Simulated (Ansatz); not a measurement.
Here is an Ansatz 0.2.0 calculation.

Contents of input.yaml:

```yaml
crystal:
  lattice:
    - [-0.025175, 1.908523, 1.895295]
    - [1.899805, -0.031384, 1.901504]
    - [1.860049, 1.874976, 0.008372]
  atoms:
    - { symbol: Rh, position: [0.0, 0.0, 0.0], spin: 0.6, spin_axis: [0.0, 0.0, 1.0] }
kpoints:
  mp_grid: { grid: [9, 9, 9] }
scf:
  occupations: { method: fermi_dirac, width: 0.15 }
hamiltonian:
  xc: pbe
  pseudopotentials: { kind: all_electron, lapw: { basis_error: 0.002 } }
magnetization:
  noncollinear: true
  spin_orbit: true
output:
  forces: true
  stress: true
relax:
  f_tol: 0.005
  max_steps: 60
  cell: {}
basis:
  ecutwfc: 260
```

Potentials or basis: all-electron LAPW, relativistic spinors.

The run is started by

```sh
$ ansatz run input.yaml --threads 1 --pin off --max-ram 2560MiB --backend cpu --events-out ev --progress --plain --runs-dir out
```

Problem. Predict the relaxed cell.

Solution. a = 2.713 Å, b = 2.713 Å, c = 2.713 Å, α = 60.00°, β = 60.00°, γ = 60.01°.

Problem. Estimate the net moment.

Solution. 0.00 μB per cell.

Problem. What does it give for the absolute moment?

Solution. 0.00 μB per cell.

Moments on the atoms (μB; x, y, z):
```
Rh  0.00 0.00 0.00
```

Caveat: the starting moments weren't kept. Zero-point motion and thermal expansion aren't in these numbers.
